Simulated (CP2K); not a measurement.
Crystal: Ru.

```
Ru
1.0
     2.70580    0.00000    0.00000
    -1.35290    2.34329    0.00000
     0.00000    0.00000    4.28190
Ru
2
Direct
  0.66667 0.33333 0.75000
  0.33333 0.66667 0.25000
```

Program: CP2K 2026.2. Alike in all runs: task band structure; level PBE; no spin polarisation; cell as given; k mesh 11 × 11 × 6; smearing fermi-dirac 0.05 eV.

Task: Order these runs on this cell by their pressure, lowest first.
A. potentials or basis POTENTIAL_UZH Ru GTH-SCAN-q16; DZVP-MOLOPT-SR-GTH basis; potentials Ru GTH-SCAN-q16 of POTENTIAL_UZH
B. potentials or basis POTENTIAL_UZH Ru GTH-PBE0-q16; DZVP-MOLOPT-SR-GTH basis; potentials Ru GTH-PBE0-q16 of POTENTIAL_UZH
C. potentials or basis GTH_POTENTIALS Ru GTH-PADE-q16; DZVP-MOLOPT-SR-GTH basis; potentials Ru GTH-PADE-q16 of GTH_POTENTIALS
D. potentials or basis GTH_POTENTIALS Ru GTH-PBE-q16; DZVP-MOLOPT-SR-GTH basis; potentials Ru GTH-PBE-q16 of GTH_POTENTIALS

Result: C (-1.7 GPa), D (5.2 GPa), B (9.1 GPa), A (19.0 GPa).

Caveats: the basis of atomic orbitals isn't converged, which shifts pressures, moduli and gaps; the potentials were made for another functional, which shifts forces and pressure (some runs).
